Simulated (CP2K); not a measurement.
The system is Pd.

```
Pd
1.0
     2.75277    0.00000    0.00000
     1.37638    2.38397    0.00000
     1.37638    0.79466    2.24762
Pd
1
Direct
  0.00000 0.00000 0.00000
```

Base run:

- Program: CP2K 2026.2
- Functional: RPBE
- Dispersion: D3(BJ)
- Potentials or basis: POTENTIAL_UZH Pd GTH-PBE-q18; TZVP-MOLOPT-PBE-GTH basis
- Density cutoff: 6803 eV
- k mesh: 12 × 12 × 12
- Occupations: fermi-dirac, width 0.05 eV
- Spin: no spin polarisation

Its results: band gap on the k mesh none (metal or under the smearing width); pressure -27.9 GPa.

Question: After a change of settings the same cell gave: band gap on the k mesh none (metal or under the smearing width); pressure -26.6 GPa. Which change was it?
A. dispersion from D3(BJ) to D3(BJ)+ATM
B. dispersion from D3(BJ) to D3
C. dispersion from D3(BJ) to none
D. dispersion from D3(BJ) to D4

Answer: A.

Caveats: the potentials were made for another functional, which shifts forces and pressure; the basis of atomic orbitals isn't converged, which shifts pressures, moduli and gaps; pairwise dispersion overbinds metals, which lowers pressure and volume.
